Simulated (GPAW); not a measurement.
**MnSi in GPAW: the effect of functional**

The system is MnSi.

```xyz
2
Lattice="0.0000 2.5272 2.5272 2.5272 0.0000 2.5272 2.5272 2.5272 0.0000" Properties=species:S:1:pos:R:3 pbc="T T T"
Mn    0.0000    0.0000    0.0000
Si    1.2636    1.2636    1.2636
```

The cell was built by a generator and needn't be a form met in nature.

Alike in all runs:

| Item | Value |
| --- | --- |
| Program | GPAW 26.7.0 |
| Task | hyperfine couplings |
| Cutoff | 510 eV |
| Basis | pw |
| k mesh | 9 × 9 × 9 |
| Occupations | fermi-dirac, width 0.05 eV |
| Spin | collinear spin, ferromagnetic start |
| Starting moments | [4.0, 0.0] μB |

```csv
functional,potentials or basis,pressure (GPa),moment (μB)
LDA,the program's PAW data sets (release 1.2.1) made for this functional,?,?
PBEsol,PAW data sets generated in the run's folder for this functional,14.8,1.99
RPBE,the program's PAW data sets (release 1.2.1) made for this functional,23.0,2.05
AM05,PAW data sets generated in the run's folder for this functional,14.1,1.96
WC,PAW data sets generated in the run's folder for this functional,15.0,1.99
revPBE,the program's PAW data sets (release 1.2.1) made for this functional,22.1,2.05
BLYP,PAW data sets generated in the run's folder for this functional,22.8,1.95
```

Problem. What does the run with functional LDA give?

Solution. Pressure 9.7 GPa; moment 1.90 μB.

Caveats: the cutoff is short for stress and forces, so pressures can be off by a GPa or more; the dipolar part lacks the spin inside other atoms' spheres.

Runs at the PBE level aren't shown here.
